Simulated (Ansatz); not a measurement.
BAs:

```
As B
1.0
     0.00000    2.38850    2.38850
     2.38850    0.00000    2.38850
     2.38850    2.38850    0.00000
As B
1 1
Direct
  0.75000 0.75000 0.75000
  0.00000 0.00000 0.00000
```

Program: Ansatz 0.2.0. Alike in all runs: potentials or basis Ansatz PAW; cell as given; cutoff (eV) 420. Hardware: 2 threads of Intel(R) Xeon(R) Processor @ 2.70GHz (shared host).

Q: Order these runs on this cell by their wall time, lowest first.
A. task band structure; level revPBE; spin off; k mesh 10 × 10 × 10; smearing fermi-dirac 0.05 eV; points for each segment of the path 14; mesh quality not flagged
B. task band structure; level HF; spin off; k mesh 5 × 5 × 5; smearing fermi-dirac 0.05 eV; points for each segment of the path 4; mesh quality coarse
C. task Born charges and dielectric tensor; level LDA; spin off; k mesh 10 × 10 × 10; smearing fixed; mesh quality not flagged
D. task band structure; level PBEsol; spin SOC, no magnetisation; k mesh 7 × 7 × 7; smearing fermi-dirac 0.05 eV; points for each segment of the path 14; mesh quality not flagged

A: A (3.8 s), D (11 s), C (34 s), B (130 s).

Caveats: some runs use coarse meshes.

Runs at the PBE level aren't shown here.
